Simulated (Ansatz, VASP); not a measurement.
## PtS2: VASP beside Ansatz

Aim: how closely do two programs agree when they are given the same cell, functional and k mesh? Other levels of theory on this material are compared in a session of their own. Valence electrons are named where the data sets of a main pair hold unlike numbers.

Program: Ansatz 0.2.0. Level of theory: plane waves, with VASP 6.6.1 beside it; single point at r2SCAN. Results are calculated unless marked as measured.

### Step 1. Set-up

The cell holds 6 atoms: 4 S and 2 Pt. Its edges and angles: a = 3.543 Å, b = 3.543 Å, c = 22.326 Å, α = 90.0°, β = 90.0°, γ = 120.0°. It derives from PtS2. As first built, before any earlier steps moved the atoms (in the runner's words): kind sheets cut from a layered crystal; sheets 2. Vacuum lies along c.

### Step 2. VASP: single point, r2SCAN

A single point gives forces, pressure and levels at one fixed geometry, so differences don't come from the geometry; what else differs is listed under the comparison.

Lines of VASP's logs that name or quote its potential files are left out, and so is its time.

INCAR reads:

```
SYSTEM = PtS2
PREC = Normal
ENCUT = 350
EDIFF = 1E-06
NELM = 120
ISMEAR = 0
SIGMA = 0.05
LREAL = .FALSE.
ALGO = Normal
METAGGA = R2SCAN
LASPH = .TRUE.
NBANDS = 28
LORBIT = 11
LWAVE = .FALSE.
LCHARG = .FALSE.
KPAR = 4
IDIPOL = 3
LDIPOL = .TRUE.
DIPOL = 0.5 0.5 0.5
LVHAR = .TRUE.
LVACPOTAV = .TRUE.
```

POSCAR reads:

```
PtS2
1.0
    3.5432000000      0.0000000000      0.0000000000
   -1.7716000000      3.0685012110      0.0000000000
    0.0000000000      0.0000000000     22.3264152000
S Pt
4 2
Direct
    0.3333333330      0.6666666670      0.6640750460
    0.6666666670      0.3333333330      0.5616127750
    0.3333333330      0.6666666670      0.4383872250
    0.6666666670      0.3333333330      0.3359249540
    0.0000000000      0.0000000000      0.6128439110
    0.0000000000      0.0000000000      0.3871560890
```

KPOINTS reads:

```
Automatic mesh
0
Gamma
9 9 1
0 0 0
```

Potentials, in the order of the species: S and Pt (PBE family, release 64).

On the command line:

```bash
$ mpirun -np 4 vasp_std
```

Numbers of over 12 decimals in the logs are rounded to 6 here.

Log:

```text
[banner, memory and clock lines left out]
running    4 mpi-ranks, on    1 nodes
 distrk:  each k-point on    1 cores,    4 groups
 distr:  one band on    1 cores,    1 groups

 POSCAR found type information on POSCAR S Pt
 POSCAR found :  2 types and       6 ions
|                                                                             |
|               ----> ADVICE to this user running VASP <----                  |
|                                                                             |
|     You enforced a specific xc type in the INCAR file but a different       |
|     [... a line on the potential file left out ...]
|     I HOPE YOU KNOW WHAT YOU ARE DOING!                                     |
|                                                                             |

 LDA part: xc-table for (None), standard interpolation
 POSCAR, INCAR and KPOINTS ok, starting setup
 FFT: planning ... GRIDC
 FFT: planning ... GRID_SOFT
 FFT: planning ... GRID
 WAVECAR not read
 entering main loop
       N       E                     dE             d eps       ncg     rms          rms(c)
DAV:   1     0.171621845700E+03    0.17162E+03   -0.15133E+04   672   0.954E+02
DAV:   2    -0.124662598748E+03   -0.29628E+03   -0.28762E+03   916   0.228E+02
DAV:   3    -0.150672839375E+03   -0.26010E+02   -0.25191E+02   804   0.743E+01
DAV:   4    -0.151459202658E+03   -0.78636E+00   -0.78250E+00   892   0.137E+01
DAV:   5    -0.151479266571E+03   -0.20064E-01   -0.20031E-01   848   0.214E+00    0.288E+01
DAV:   6    -0.137948063953E+03    0.13531E+02   -0.23537E+01   752   0.378E+01    0.203E+01
DAV:   7    -0.137484514954E+03    0.46355E+00   -0.48461E+00   720   0.196E+01    0.800E+00
DAV:   8    -0.137473149242E+03    0.11366E-01   -0.29303E-01   764   0.358E+00    0.199E+00
DAV:   9    -0.137437671379E+03    0.35478E-01   -0.11561E-01   748   0.300E+00    0.507E-01
DAV:  10    -0.137440077261E+03   -0.24059E-02   -0.13562E-02   832   0.658E-01    0.613E-01
DAV:  11    -0.137439950700E+03    0.12656E-03   -0.33451E-04   872   0.101E-01    0.511E-01
DAV:  12    -0.137443709597E+03   -0.37589E-02   -0.15263E-02   852   0.578E-01    0.135E+00
DAV:  13    -0.137440737279E+03    0.29723E-02   -0.57031E-03   724   0.505E-01    0.665E-01
DAV:  14    -0.137440581885E+03    0.15539E-03   -0.13406E-03   852   0.190E-01    0.307E-01
DAV:  15    -0.137440605765E+03   -0.23880E-04   -0.33682E-04   860   0.881E-02    0.806E-02
DAV:  16    -0.137440599670E+03    0.60949E-05   -0.92238E-06   756   0.225E-02    0.763E-02
DAV:  17    -0.137440614459E+03   -0.14788E-04   -0.67850E-06   788   0.161E-02    0.496E-02
DAV:  18    -0.137440630251E+03   -0.15793E-04   -0.17654E-05   848   0.223E-02    0.873E-03
DAV:  19    -0.137440629982E+03    0.26916E-06   -0.79952E-07   484   0.740E-03
|                                                                             |
|           W    W    AA    RRRRR   N    N  II  N    N   GGGG   !!!           |
|           W    W   A  A   R    R  NN   N  II  NN   N  G    G  !!!           |
|           W    W  A    A  R    R  N N  N  II  N N  N  G       !!!           |
|           W WW W  AAAAAA  RRRRR   N  N N  II  N  N N  G  GGG   !            |
|           WW  WW  A    A  R   R   N   NN  II  N   NN  G    G                |
|           W    W  A    A  R    R  N    N  II  N    N   GGGG   !!!           |
|                                                                             |
|     Did not find any points to average over, which means that no vacuum     |
|     field-free region was found. Please increase the size of  your cell     |
|     in the dimension of the dipole correction to obtain accurate            |
|     workfunction values.                                                    |
|                                                                             |

   1 F= -.13744063E+03 E0= -.13744063E+03  d E =-.256047E-16
```

Parts of OUTCAR (step 2):

```text
ion  position               nearest neighbor table
   1  0.333  0.667  0.664-   5 2.34   5 2.34   5 2.34
   2  0.667  0.333  0.562-   5 2.34   5 2.34   5 2.34
   3  0.333  0.667  0.438-   6 2.34   6 2.34   6 2.34
   4  0.667  0.333  0.336-   6 2.34   6 2.34   6 2.34
   5  0.000  0.000  0.613-   1 2.34   1 2.34   1 2.34   2 2.34   2 2.34   2 2.34
   6  0.000  0.000  0.387-   4 2.34   4 2.34   4 2.34   3 2.34   3 2.34   3 2.34

  LATTYP: Found a hexagonal cell.
 ALAT       =     3.5432000000
 C/A-ratio  =     6.3012009483

 Subroutine GETGRP returns: Found 12 space group operations
 (whereof 12 operations were pure point group operations)

The static configuration has the point symmetry D_3d.

 Found     12 irreducible k-points:

   k-points           NKPTS =     12   k-points in BZ     NKDIM =     12   number of bands    NBANDS=     28

   dimension x,y,z NGX =    16 NGY =   16 NGZ =  108
   dimension x,y,z NGXF=    32 NGYF=   32 NGZF=  216

   ENCUT  =  350.0 eV  25.72 Ry    5.07 a.u.   5.40  5.40 34.06*2*pi/ulx,y,z

   NELECT =      44.0000    total number of electrons

 k-points in reciprocal lattice and weights: Automatic mesh
   0.00000000  0.00000000  0.00000000       0.012
   0.11111111  0.00000000  0.00000000       0.074
   0.22222222  0.00000000  0.00000000       0.074
   0.33333333  0.00000000  0.00000000       0.074
   0.44444444  0.00000000  0.00000000       0.074
   0.11111111  0.11111111  0.00000000       0.074
   0.22222222  0.11111111  0.00000000       0.148
   0.33333333  0.11111111  0.00000000       0.148
   0.44444444  0.11111111  0.00000000       0.074
   0.22222222  0.22222222  0.00000000       0.074
   0.33333333  0.22222222  0.00000000       0.148
   0.33333333  0.33333333  0.00000000       0.025

 dipolmoment           0.000000      0.000000      0.000000 electrons x Angstroem

 average (electrostatic) potential at core
       1 -95.1536       2 -95.2167       3 -95.2167       4 -95.1536       5 -80.7437
       6 -80.7437

 E-fermi :  -0.1235

 k-point     1 :       0.0000    0.0000    0.0000
  band No.  band energies     occupation
    ...
     18      -1.5448      2.00000
     19      -1.5448      2.00000
     20      -1.4467      2.00000
     21      -1.4467      2.00000
     22      -0.7408      2.00000
     23       2.5518      0.00000
     24       2.5518      0.00000
     25       2.7957      0.00000
     26       2.7957      0.00000
     27       5.0071      0.00000
    ...

 k-point     2 :       0.1111    0.0000    0.0000
  band No.  band energies     occupation
    ...
     18      -1.4941      2.00000
     19      -1.3911      2.00000
     20      -1.2681      2.00000
     21      -1.1677      2.00000
     22      -0.4065      2.00000
     23       1.8029      0.00000
     24       2.0347      0.00000
     25       2.2980      0.00000
     26       2.5775      0.00000
     27       5.5199      0.00000
    ...

 k-point     3 :       0.2222    0.0000    0.0000
  band No.  band energies     occupation
    ...
     18      -1.6544      2.00000
     19      -1.5292      2.00000
     20      -1.2895      2.00000
     21      -1.2083      2.00000
     22      -0.6600      2.00000
     23       0.9904      0.00000
     24       1.3280      0.00000
     25       2.0109      0.00000
     26       2.3230      0.00000
     27       5.6844      0.00000
    ...

  Total        5.6134795      5.6134795      6.0949557      0.0000000      0.0000000      0.0000000
  in kB       37.0511559     37.0511559     40.2290869      0.0000000      0.0000000      0.0000000
  external PRESSURE =      38.1104662 kB  Pullay stress =       0.0000000 kB

  energy-cutoff  :      350.00
  volume of cell :      242.74
      direct lattice vectors                 reciprocal lattice vectors
     3.543200000  0.000000000  0.000000000     0.282230752  0.162946001  0.000000000
    -1.771600000  3.068501211  0.000000000     0.000000000  0.325892001  0.000000000
     0.000000000  0.000000000 22.326415200     0.000000000  0.000000000  0.044789994

 POSITION                                       TOTAL-FORCE (eV/Angst)
 -----------------------------------------------------------------------------------
     -0.00000      2.04567     14.82642         0.000000     -0.000000      1.388526
      1.77160      1.02283     12.53880         0.000000      0.000000     -1.158490
     -0.00000      2.04567      9.78762         0.000000      0.000000      1.158490
      1.77160      1.02283      7.50000        -0.000000      0.000000     -1.388526
      0.00000      0.00000     13.68261         0.000000     -0.000000     -0.142755
      0.00000      0.00000      8.64381         0.000000      0.000000      0.142755
 -----------------------------------------------------------------------------------
    total drift:                                0.000000      0.000000      0.000000

  FREE ENERGIE OF THE ION-ELECTRON SYSTEM (eV)
  ---------------------------------------------------
  free  energy   TOTEN  =      -137.4406299822 eV

  energy  without entropy=     -137.4406299822  energy(sigma->0) =     -137.44062998

 vacuum level on the upper side and lower side of the slab         5.557         5.557

 total charge
# of ion       s       p       d       tot
------------------------------------------
    1        1.346   2.333   0.000   3.679
    2        1.350   2.326   0.000   3.675
    3        1.350   2.326   0.000   3.675
    4        1.346   2.333   0.000   3.679
    5        0.723   0.870   8.006   9.599
    6        0.723   0.870   8.006   9.599
--------------------------------------------------
tot          6.837  11.057  16.012  33.907

[... 3 further parts left out ...]
```

[end of part 1 of 2]

[Lines on the potential files, build, host, timing and source positions are cut from VASP's logs without a mark.]

[Logs are printed without paths, hosts, clocks, repeated set-up lines and the standing remarks that a program may print on its own settings, such as how far it seeks lower states.]

[Hosts, paths, dates, database ids (printed as entryN), source tags and the programs' standing remarks are cut or masked in the printed files.]
